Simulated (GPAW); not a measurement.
PtS2:

```
CELL_PARAMETERS angstrom
3.54320 0.00000 0.00000
-1.77160 3.06850 0.00000
0.00000 0.00000 5.03880
ATOMIC_POSITIONS crystal
Pt 0.00000 0.00000 0.00000
S 0.66667 0.33333 0.77300
S 0.33333 0.66667 0.22700
```

Base run:

| Property | Result |
| --- | --- |
| Program | GPAW 26.7.0 |
| Functional | PBE |
| Potentials or basis | GPAW PAW data sets (gpaw-data 1.2.1) |
| Cutoff | 450 eV |
| Basis | pw |
| k mesh | 7 × 7 × 4 |
| Occupations | fermi-dirac, width 0.05 eV |
| Spin | no spin polarisation |

Its results: band gap on the k mesh 0.81 eV, indirect (least direct gap 0.98 eV); pressure 11.5 GPa; largest force 1.291 eV/Å.

Problem. The run is repeated on the same cell with these changes: functional from PBE to r2SCAN; cutoff from 450 eV to 600 eV. What comes out?

Solution. Band gap on the k mesh 0.98 eV, indirect (least direct gap 1.17 eV); pressure 9.2 GPa; largest force 1.223 eV/Å.

r2SCAN gives the wider gap, since meta-GGAs in the generalised Kohn-Sham scheme recover part of the derivative discontinuity.

Caveats: spin-orbit coupling is left out, which moves the levels of the heavy elements; the cutoff is short for stress and forces, so pressures can be off by a GPa or more (some runs); an odd mesh through Γ misses points on the zone boundary, where band edges often lie (some runs); the PAW data sets were made with another functional, which shifts forces and pressure a little (some runs).
